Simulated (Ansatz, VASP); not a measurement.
**Sr in VASP and in Ansatz**

INCAR

```
PREC     = Accurate       # precision mode
ENCUT    = 520            # plane-wave cutoff, eV
EDIFF    = 1E-6           # SCF threshold, eV
ISMEAR   = 0              # smearing method
SIGMA    = 0.15           # smearing width, eV
LREAL    = False          # projectors in reciprocal space
LASPH    = True           # aspherical terms in the spheres
NELM     = 100            # most SCF steps
ALGO     = Fast           # electronic algorithm
ISIF     = 2              # what is computed and relaxed
LWAVE    = False          # write WAVECAR
LCHARG   = True           # write CHGCAR
GGA      = PE             # functional
LELF     = True           # ELF
LVHAR    = True         
NBANDS   = 17             # bands
```

File KPOINTS:

```
Automatic mesh
0
Gamma
  12 12 6
```

File POSCAR:

```
Sr
1.0
    3.6489318783      0.0000000000      0.0000000000
   -1.8244659392      3.9731845392      0.0000000000
    0.0000000000      0.0000000000      7.5042481023
Sr
2
Direct
    0.3333333333      0.6666666667      0.2500000000
    0.6666666667      0.3333333333      0.7500000000
```

Input for Ansatz:

```yaml
crystal:
  lattice:
    - [3.6489318783, 0.0, 0.0]
    - [-1.8244659392, 3.9731845392, 0.0]
    - [0.0, 0.0, 7.5042481023]
  atoms:
    - { symbol: Sr, position: [0.3333333333, 0.6666666667, 0.25] }
    - { symbol: Sr, position: [0.6666666667, 0.3333333333, 0.75] }
basis:
  ecutwfc: 420
kpoints:
  mp_grid: { grid: [12, 12, 6] }
hamiltonian:
  xc: pbe
scf:
  occupations: { method: gaussian, width: 0.15 }
output:
  forces: true
  stress: true
  eigenvalues: true
  write_density: true
  write_potential: true
  elf: true
  volumetric_format: npy
```

Change from the starting cell: strain +e along x and -e along y -0.1100, strain +e along z and -e/2 along x and y +0.0700.

Alike in both runs: task single point; functional PBE; k mesh 12 × 12 × 6; occupations gaussian, width 0.15 eV; no spin polarisation.

|  | VASP | Ansatz |
| --- | --- | --- |
| version | VASP 6.6.1 | Ansatz 0.2.0 |
| potentials or method | VASP PAW PBE potentials, release 64 (Sr_sv) | scalar-relativistic, plane waves, PAW |
| plane-wave cutoff (eV) | 520 | 420 |
| valence electrons in the cell | 20 | 20 |

Ansatz gave:

- gap on the k mesh at the Fermi level (eV): none
- pressure (GPa): 0.6
- largest component of the traceless stress (GPa): 4.67
- rms of the force components (eV/Å): 0.076

**Question.** Which values does VASP return?

**Answer.** gap on the k mesh at the Fermi level (eV): none; pressure (GPa): 0.6; largest component of the traceless stress (GPa): 4.68; rms of the force components (eV/Å): 0.076.

Atom by atom the forces differ by 0.000 eV/Å (rms over components). A gap of «none» marks a metal or a gap that the smearing closes. The functional is the same, so the differences come from potentials, cutoffs and numerics.
